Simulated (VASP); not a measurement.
# Ba: single point with r2SCAN+rVV10

Crystal: Ba.

```xyz
1
Lattice="4.3414 0.0000 0.0000 -1.4471 4.0931 0.0000 -1.4471 -2.0465 3.5447" Properties=species:S:1:pos:R:3 pbc="T T T"
Ba    0.0000    0.0000    0.0000
```

- Program: VASP 6.6.1
- Task: single point
- Functional: r2SCAN
- Dispersion: rVV10
- Potentials or basis: VASP PAW PBE potentials, release 64 (Ba_sv)
- Cutoff: 520 eV
- k mesh: 8 × 8 × 8
- Occupations: tetrahedron
- Spin: no spin polarisation
- Further INCAR settings: ALGO = Normal; EDIFF = 1.00e-07

| Property | Result |
| --- | --- |
| Pressure | 0.2 GPa |
| Band gap on the k mesh | none (metal or under the smearing width) |

Levels at points of the mesh, in eV from the Fermi level:
```tsv
k point	band 1	band 2	band 3	band 4	band 5	band 6	band 7	band 8	band 9
(0.00, 0.00, 0.00)	-29.83	-14.36	-14.36	-14.36	-2.85	2.19	2.19	2.19	3.56
(0.50, 0.00, 0.00)	-29.78	-14.84	-14.51	-14.36	-0.83	0.93	1.25	3.61	4.18
(0.50, 0.50, 0.50)	-29.75	-14.68	-14.68	-14.68	-0.57	-0.57	4.74	4.74	4.74
```

It took 2.1 min on 1 thread of AMD EPYC 9R45 (Zen 5) (shared host), peak memory 0.29 GiB.

Caveat: the PAW data sets were made with another functional, which shifts forces and pressure a little; tetrahedron occupations give inexact forces and stress in metals. Spin-orbit coupling is left out, which matters for the levels of Ba.
